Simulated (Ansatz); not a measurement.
# CuO (C2/c): equation of state with a fit from a Python script

Where is the equilibrium volume of CuO (C2/c), and how stiff is it? The task is an equation of state with a fit, for CuO (C2/c).

All numbers are computed with the Python package of Ansatz 0.2.0. Level of theory: DFT LDA, plane waves, PAW.

### 1 The structure

It takes space group C2/c (No. 15, monoclinic). The conventional cell has a = 4.684 Å, b = 3.423 Å, c = 5.129 Å, α = 90.00°, β = 99.54°, γ = 90.00°. Around Cu (site symmetry -1) lie 4 O at 1.95 to 1.96 Å. O (site symmetry 2) is surrounded by 4 Cu at 1.95 to 1.96 Å.

No structure file is read: the coordinates are typed or built in the script.

### 2 Script

The input, cuo.py:

```python
"""Equation of state of CuO."""

import warnings

import ansatz as az
import numpy as np
from scipy.optimize import curve_fit

VECTORS = np.array([
    [2.34185, -1.7113, 0.0],
    [2.34185, 1.7113, 0.0],
    [-0.850027, 0.0, 5.057869],
])
SITES = [
    ("Cu", (0.0, 0.5, 0.0)),
    ("Cu", (0.5, 0.0, 0.5)),
    ("O", (0.5816, 0.4184, 0.25)),
    ("O", (0.4184, 0.5816, 0.75)),
]


def crystal_on(cell):
    crystal = az.Crystal(lattice=az.Lattice.of(cell))
    for symbol, position in SITES:
        crystal = crystal.atom(symbol, position)
    return crystal

def vinet(v, e0, v0, b0, b1):
    eta = (v / v0) ** (1 / 3)
    return e0 + 2 * b0 * v0 / (b1 - 1) ** 2 * (2 - (5 + 3 * b1 * (eta - 1) - 3 * eta) * np.exp(-1.5 * (b1 - 1) * (eta - 1)))

warnings.simplefilter("ignore", az.DeckWarning)

# scale the volume, keep shape and fractions
volumes, energies = [], []
for scale in np.linspace(0.9, 1.1, 9):
    cell = VECTORS * scale ** (1 / 3)
    base = (
        crystal_on(cell).calculation()
        .functional(az.Functional.LDA)
        .basis(470)
        .occupations(az.OccupationsMethod.FERMI_DIRAC, width=0.1)
        .kpoints(10, 10, 6)
    )
    data = base.run(threads=1, backend="cpu").report
    volumes.append(abs(np.linalg.det(cell)) / len(SITES))
    energies.append(data["free_energy_ev"] / len(SITES))
    print(f"V = {volumes[-1]:8.4f} A^3/atom  F = {energies[-1]:.5f} eV/atom")

guess = (min(energies), volumes[int(np.argmin(energies))], 0.5, 4.5)
(e0, v0, b0, b1), _ = curve_fit(vinet, np.array(volumes), np.array(energies), p0=guess, maxfev=20000)
print(f"Vinet fit: V0 = {v0:.4f} A^3/atom, B0 = {160.21766 * b0:.1f} GPa, B1 = {b1:.2f}")
print("largest residual", round(1000 * float(np.abs(vinet(np.array(volumes), e0, v0, b0, b1) - energies).max()), 3), "meV/atom")
```

### 3 What the engine is handed

The engine receives this input (first run):

```yaml
crystal:
  lattice:
    - [2.261031315338694, -1.6522419838756142, 0.0]
    - [2.261031315338694, 1.6522419838756142, 0.0]
    - [-0.8206920451281696, 0.0, 4.883318828225892]
  atoms:
    - { symbol: Cu, position: [0.0, 0.5, 0.0] }
    - { symbol: Cu, position: [0.5, 0.0, 0.5] }
    - { symbol: O, position: [0.5816, 0.4184, 0.25] }
    - { symbol: O, position: [0.4184, 0.5816, 0.75] }
basis:
  ecutwfc: 470.0
kpoints:
  mp_grid:
    grid: [10, 10, 6]
hamiltonian:
  xc: lda
scf:
  occupations:
    method: fermi_dirac
    width: 0.1
```

### 4 Running it

The run is started by

```bash
$ python cuo.py
```

**Question.** Estimate the equilibrium volume and the bulk modulus.

As calculated:

```
                      quantity            value
                 runs compared                9
               range of energy  118.29 meV/atom
lowest point, volume (Å³/atom)            9.628
      equilibrium volume (fit)     9.62 Å³/atom
            bulk modulus (fit)          207 GPa
```

In words: A third-order Birch-Murnaghan fit through the 9 points (the script's own form differs a little) has its minimum at 9.62 Å³ an atom, 5.0 % below the typed cell, with a bulk modulus of 207 GPa and dB/dP = 4.7. From that minimum the energy rises by 18.8 meV an atom on the compressed side and 118.3 meV on the expanded side. The window is off centre, so dB/dP is rough. Notes:
- Spin is left out of this run.
- Shape and fractional positions are held along the curve, so the bulk modulus is an upper value where they are free to relax.
- For a metal this k-point mesh is coarse: on a finer one energies can move by several to tens of meV an atom and pressures by half a GPa or more, differences at one mesh by less.
- Without a Hubbard U or exact exchange, semilocal functionals often make such 3d compounds metallic or too weakly gapped.
